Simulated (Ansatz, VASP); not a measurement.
# One calculation of I, two programs

INCAR

```
ALGO = Normal
EDIFF = 1E-7
EDIFFG = -0.01
ENCUT = 600
GGA = PE
IBRION = 2
ISIF = 3
ISMEAR = 0
LASPH = True
LCHARG = False
LREAL = False
LWAVE = False
NELM = 100
NSW = 100
PREC = Accurate
SIGMA = 0.1
```

Contents of KPOINTS:

```
k-points
0
Gamma
  18 18 12
```

POSCAR

```
I
1.0
    3.2379526851      0.0000000000      0.0000000000
    0.0000000000      3.2379526851      0.0000000000
    0.0000000000      0.0000000000      5.1311765224
I
1
Direct
    0.5000000000      0.5000000000      0.0000000000
```

Input for Ansatz:

```yaml
crystal:
  lattice:
    - [3.2379526851, 0.0, 0.0]
    - [0.0, 3.2379526851, 0.0]
    - [0.0, 0.0, 5.1311765224]
  atoms:
    - { symbol: I, position: [0.5, 0.5, 0.0] }
basis:
  ecutwfc: 420
kpoints:
  mp_grid: { grid: [18, 18, 12] }
hamiltonian:
  xc: pbe
scf:
  occupations: { method: gaussian, width: 0.1 }
output:
  forces: true
  stress: true
  eigenvalues: true
  write_density: true
  write_potential: true
  elf: true
  volumetric_format: npy
relax:
  adjacent_minimum: "off"
  f_tol: 0.01
  max_steps: 80
  cell: { stress_tol: 0.05 }
```

Alike in both runs: task relaxation of cell and atoms; functional PBE; k mesh 18 × 18 × 12; occupations gaussian, width 0.1 eV; no spin polarisation.

|  | VASP | Ansatz |
| --- | --- | --- |
| version | VASP 6.6.1 | Ansatz 0.2.0 |
| potentials or method | VASP PAW PBE potentials, release 64 (I) | scalar-relativistic, plane waves, PAW |
| plane-wave cutoff (eV) | 600 | 420 |
| valence electrons in the cell | 7 | 17 |

```csv
,VASP,Ansatz,Ansatz less VASP
"gap on the k mesh at the Fermi level, each at its own relaxed structure (eV)",none,none,-
relaxed volume (Å³/atom),53.75,53.80,+0.043
relaxed cell length with the largest relative difference (Å),3.236,3.238,+0.0017
```

A gap of «none» marks a metal or a gap that the smearing closes. The two sets of potentials don't hold the same shells in valence.

Caveats: an odd number of electrons without spin polarisation forces a metal; a magnetic or distorted state may lie lower. The runs have no spin-orbit coupling, so splittings on I are missing.
